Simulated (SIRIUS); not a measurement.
**SiC (Moissanite 3C) under changes of volume**

One of the cells (10.553 Å³/atom); the others are scaled copies at fixed shape and fractional positions:

```
Si C
1.0
     0.00000    2.19343    2.19343
     2.19343    0.00000    2.19343
     2.19343    2.19343    0.00000
Si C
1 1
Direct
  0.00000 0.00000 0.00000
  0.75000 0.75000 0.75000
```

| Quantity | Value |
| --- | --- |
| Program | SIRIUS 7.10.0 |
| Functional | PBEsol |
| Potentials or basis | PseudoDojo 0.4.1 PBEsol standard (scalar relativistic) |
| Cutoff | 1127 eV |
| Density cutoff | 4507 eV |
| k mesh | 10 × 10 × 10 |
| Occupations | fermi-dirac, width 0.05 eV |
| Spin | no spin polarisation |

```csv
volume (Å³/atom),energy over the lowest point (meV/atom),pressure (GPa),gap on the mesh (eV)
9.725,25.18,15.2,1.18
9.932,9.13,9.6,1.20
10.139,0.00,4.5,1.22
10.553,0.00,-4.3,1.26
10.760,8.02,-8.1,1.27
10.967,?,?,?
```

Task: What does the run at 10.967 Å³/atom give?

Result: Energy over the lowest point 20.72 meV/atom; pressure -11.6 GPa; gap on the mesh 1.29 eV.

Worked out: A Birch-Murnaghan fit of order 3 (a polynomial in V^(-2/3)) to the other rows has its minimum at 10.34 Å³/atom with B0 = V·E''(V) = 221 GPa and B' = 3.8. It gives 20.74 meV/atom at 10.967 Å³/atom, against the run's 20.72, and -dE/dV = -11.5 GPa, against -11.6. A straight line through the other rows of the gap, of slope 0.916 eV per unit of ln V, extrapolates to 1.29 eV, against the run's 1.29.

Energies are extrapolated to zero smearing.

A mesh can miss the band edges.
